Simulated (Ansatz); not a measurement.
Compressing Zr₂N: a fit and a missing row

Zr₂N, P4_2/mnm, a = 5.417 Å, c = 3.300 Å. The structure is a Materials Project entry; whether it is the stable form wasn't checked. Ansatz: r2SCAN, PAW, 500 eV, Γ-centred 8×8×10 mesh on 6 atoms, Gaussian smearing 0.10 eV; no spin polarisation. Shape and atoms are relaxed at each volume; pressure is positive in compression.

```tsv
V (Å³/atom)	P (GPa)
14.205	?
14.689	20.88
15.173	12.86
15.657	5.94
16.142	0.00
16.626	-5.09
17.110	-9.43
```

Problem. Take V0 = 16.142 Å³/atom, fit the third-order Birch–Murnaghan form to the other rows, and predict the missing pressure.

Solution. With the Eulerian strain f = ½[(V0/V)^(2/3) − 1] and y = P/[3f(1 + 2f)^(5/2)], the form is the line y = B0 + 1.5 B0 (B0′ − 4) f. Rows (f, y): 0.03245, 183.3; 0.02107, 183.5; 0.01027, 183.2; -0.00975, 182.8; -0.01904, 181.9. Means f = 0.007000, y = 182.94; Σ(Δf)² = 0.001815, ΣΔfΔy = 0.04732; the slope is their ratio. y = 182.8 + 26.07 f GPa, so B0 = 182.8 GPa and B0′ = 4 + 2 × (26.07)/(3 × 182.8) = 4.10. At V = 14.205, f = 0.04448, y = 183.96 and P = 30.38 GPa. The run gave 30.16 GPa, so the fit is 0.22 GPa too high, a small miss on the scale of the series.